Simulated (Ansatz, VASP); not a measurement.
**One calculation of Te, two programs**

INCAR

```
PREC = Accurate
ENCUT = 520
EDIFF = 1E-7
ISMEAR = -1
SIGMA = 0.05
LREAL = F
LASPH = T
NELM = 60
ALGO = Normal
ISIF = 2
LWAVE = F
LCHARG = F
GGA = PE
NBANDS = 9
```

Contents of KPOINTS:

```
regular mesh
0
Gamma
  9 9 9
```

POSCAR

```
Te
1.0
    2.2588318621      1.3041371837      1.6564347588
   -2.2588318621      1.3041371837      1.6564347588
    0.0000000000     -2.6082743673      1.6564347588
Te
1
Direct
    0.5000000000      0.5000000000      0.5000000000
```

The input input.yaml:

```yaml
crystal:
  lattice:
    - [2.2588318621, 1.3041371837, 1.6564347588]
    - [-2.2588318621, 1.3041371837, 1.6564347588]
    - [0.0, -2.6082743673, 1.6564347588]
  atoms:
    - { symbol: Te, position: [0.5, 0.5, 0.5] }
hamiltonian:
  xc: pbe
  pseudopotentials: { kind: paw }
kpoints:
  mp_grid: { grid: [9, 9, 9] }
scf:
  occupations: { method: fermi_dirac, width: 0.05 }
output:
  forces: true
  stress: true
  eigenvalues: true
```

Change from the starting cell: volume scaled by 0.94.

Alike in both runs: task single point; functional PBE; k mesh 9 × 9 × 9; occupations fermi-dirac, width 0.05 eV; no spin polarisation.

|  | VASP | Ansatz |
| --- | --- | --- |
| version | VASP 6.6.1 | Ansatz 0.2.0 |
| potentials or method | VASP PAW PBE potentials, release 64 (Te) | Ansatz PAW |
| plane-wave cutoff (eV) | 520 | 420 |
| valence electrons in the cell | 6 | 16 |

VASP gave:

- gap on the k mesh at the Fermi level (eV): none
- pressure (GPa): 6.9
- largest component of the traceless stress (GPa): 0.69

**Question.** What did Ansatz give for the same quantities?

**Answer.** gap on the k mesh at the Fermi level (eV): none; pressure (GPa): 7.0; largest component of the traceless stress (GPa): 0.68.

A gap of «none» marks a metal or a gap that the smearing closes. The two sets of potentials don't hold the same shells in valence.

The runs have no spin-orbit coupling, so splittings on Te are missing.
